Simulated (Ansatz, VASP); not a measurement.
**One calculation of MnSi, two programs**

```
Mn Si
1.0
     0.00000    2.42250    2.42250
     2.42250    0.00000    2.42250
     2.42250    2.42250    0.00000
Mn Si
1 1
Direct
  0.00000 0.00000 0.00000
  0.50000 0.50000 0.50000
```

Alike in both runs: functional PBE; k mesh 15 × 15 × 15; occupations fermi-dirac, width 0.05 eV; collinear spin.

Ansatz relaxed the structure, and its values are those at the end. VASP's run is a single point on that final structure, the one shown.

|  | VASP | Ansatz |
| --- | --- | --- |
| version | VASP 6.6.1 | Ansatz 0.2.0 |
| potentials or method | VASP PAW PBE potentials, release 64 (Mn_pv, Si) | PAW with Ansatz's default frozen-core files, scalar-relativistic |
| plane-wave cutoff (eV) | 520 | 420 |
| valence electrons in the cell | 17 | 19 |

|  | VASP | Ansatz | Ansatz less VASP |
| --- | --- | --- | --- |
| pressure (GPa) | 0.0 | 0.0 | +0.04 |
| net moment per atom (μB) | 1.24 | 1.24 | +0.002 |
| size of the moment on the site where the two differ most (μB) | 2.57 | 2.48 | -0.092 |

Site moments also hang on the region over which each program counts them. With one functional, cell and mesh, what is left measures potentials, basis and numerics. The two sets of potentials don't hold the same shells in valence.
